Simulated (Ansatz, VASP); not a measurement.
## Al in VASP and in Ansatz

File INCAR:

```
SYSTEM = Al
PREC = Accurate
ENCUT = 520
EDIFF = 1E-6
ISMEAR = 0
SIGMA = 0.015
LREAL = .False.
LASPH = .True.
NELM = 100
ALGO = Normal
ISIF = 2
LWAVE = .False.
LCHARG = .False.
GGA = PE
```

KPOINTS

```
regular mesh
0
Gamma
  11 11 11
  0 0 0
```

POSCAR

```
Al
1.0
    0.0000000000      2.0248050000      2.0248050000
    2.0248050000      0.0000000000      2.0248050000
    2.0248050000      2.0248050000      0.0000000000
Al
1
Direct
    0.0000000000      0.0000000000      0.0000000000
```

input.yaml

```yaml
crystal:
  lattice:
    - [0.0, 2.024805, 2.024805]
    - [2.024805, 0.0, 2.024805]
    - [2.024805, 2.024805, 0.0]
  atoms:
    - { symbol: Al, position: [0.0, 0.0, 0.0] }
hamiltonian:
  xc: pbe
  pseudopotentials: { kind: paw }
kpoints:
  mp_grid: { grid: [11, 11, 11] }
scf:
  occupations: { method: gaussian, width: 0.015 }
output:
  forces: true
  stress: true
  eigenvalues: true
```

Alike in both runs: task single point; functional PBE; k mesh 11 × 11 × 11; occupations gaussian, width 0.015 eV; no spin polarisation.

```csv
,VASP,Ansatz
version,VASP 6.6.1,Ansatz 0.2.0
potentials or method,"VASP PAW PBE potentials, release 64 (Al)",Ansatz PAW
plane-wave cutoff (eV),520,420
valence electrons in the cell,3,3
```

```csv
,VASP,Ansatz,Ansatz less VASP
gap on the k mesh at the Fermi level (eV),none,none,-
pressure (GPa),-0.5,-0.5,+0.04
```

A gap of «none» marks a metal or a gap that the smearing closes. With one functional, cell and mesh, what is left measures potentials, basis and numerics.
